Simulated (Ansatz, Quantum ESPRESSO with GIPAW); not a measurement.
# C_Q, η_Q and the second-order shift of 17O in HfO2

A plane-wave PAW calculation (PBEsol, Ansatz) gives this electric field gradient, in 10²¹ V/m² and Cartesian axes, at one O site of HfO2 (atom 5; bound to Hf3; site symmetry 1):

```
     -0.1149        0.8807       -0.0570
      0.8807        0.3028       -0.5572
     -0.0570       -0.5572       -0.1879
```

17O has spin 5/2, Q = -0.02558 barn and |γ|/2π = 5.7742 MHz/T. The cell is the P2_1/c form of a database entry, atoms relaxed, static and at 0 K, with no spin-orbit coupling beside its heavy atoms. 

**Task.** Find C_Q, η_Q and ν_Q, and the shift and width of the central transition under fast MAS at 16.4 T and 20 T.

1. The tensor is symmetric and traceless. Its eigenvalues, ordered by size, are V_xx = -0.2185, V_yy = -0.9508 and V_zz = 1.1693.

2. η_Q = (V_xx − V_yy)/V_zz = 0.626.

3. C_Q = eQV_zz/h. One unit of 10²¹ V/m² with one barn gives 24.18 MHz, so C_Q = 24.18 × −0.02558 × 1.1693 = -0.723 MHz. A spectrum shows its size, not its sign.

4. ν_Q = 3C_Q/[2I(2I−1)] = 0.108 MHz in size, and P_Q = |C_Q|√(1 + η²/3) = 0.769 MHz.

5. The resonances lie at ν0 = 94.70 and 115.48 MHz, so ν_Q/ν0 is 0.001 at most and second order holds. The centre of gravity moves by δ_Q = −(3/40)(P_Q/ν0)² F × 10⁶ ppm, with F = [I(I+1) − 3/4]/[I²(2I−1)²] = 0.08: -0.396 ppm at 16.4 T and -0.266 ppm at 20 T.

6. Summing the second-order term over orientations gives a full width of 0.914 ppm (0.087 kHz) and 0.615 ppm (0.071 kHz). In ppm both fall as 1/B²: (16.4/20)² = 0.672. The spinning rate must pass the static width for this shape to show cleanly.

[Banner, clock, file and message-heading lines were taken out of the pw.x and gipaw.x logs.]

[Logs are printed without paths, hosts, clocks, repeated set-up lines and the standing remarks that a program may print on its own settings, such as how far it seeks lower states.]

[Hosts, paths, dates, database ids (printed as entryN), source tags and the programs' standing remarks are cut or masked in the printed files.]
